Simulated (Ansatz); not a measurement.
Runs of Ansatz 0.2.0 on BP. Symmetry: F-43m, No. 216, cubic system. Conventional cell: a = 4.538 Å, b = 4.538 Å, c = 4.538 Å, α = 90.00°, β = 90.00°, γ = 90.00°. Around P (site symmetry -43m) lie 4 B at 1.97 Å. Around B (site symmetry -43m) lie 4 P at 1.97 Å. 

```tsv
task	level	potentials or basis	k mesh	cutoff (eV)	smearing	basis error allowed	gap on the mesh (eV)	pressure (GPa)
single point	PBE	all-electron LAPW, scalar-relativistic	10 × 10 × 10	281	gaussian 0.03 eV	0.001 eV/atom	1.25	1.1
phonons	LDA	all-electron LAPW, scalar-relativistic	7 × 7 × 7	304	fermi-dirac 0.05 eV	0.001 eV/atom	1.19	-
Born charges and dielectric tensor	LDA	all-electron PAW datasets made for the crystal	10 × 10 × 10	310	fixed	-	1.19	-
single point	PBE	all-electron LAPW, scalar-relativistic	10 × 10 × 10	281	gaussian 0.013 eV	0.001 eV/atom	1.25	1.1
band structure	PBE	all-electron LAPW, scalar-relativistic	10 × 10 × 10	281	fermi-dirac 0.05 eV	0.001 eV/atom	1.25	1.1
band structure	revPBE	all-electron LAPW, scalar-relativistic	10 × 10 × 10	280	fermi-dirac 0.05 eV	0.001 eV/atom	1.26	3.2
single point	PBE	all-electron LAPW, scalar-relativistic	7 × 7 × 7	238	fermi-dirac 0.06 eV	0.003 eV/atom	1.25	(a)
```

Alike in all rows: no spin polarisation; cell as given.

Question: Estimate the missing entries.

Answer: (a) 1.2.

Caveats: an odd mesh through Γ misses points on the zone boundary, where band edges often lie (some runs); the program warned that the printed levels may be off, so bands, gaps and densities of states are rough (some runs).

The runs don't all hold the same shells in valence.
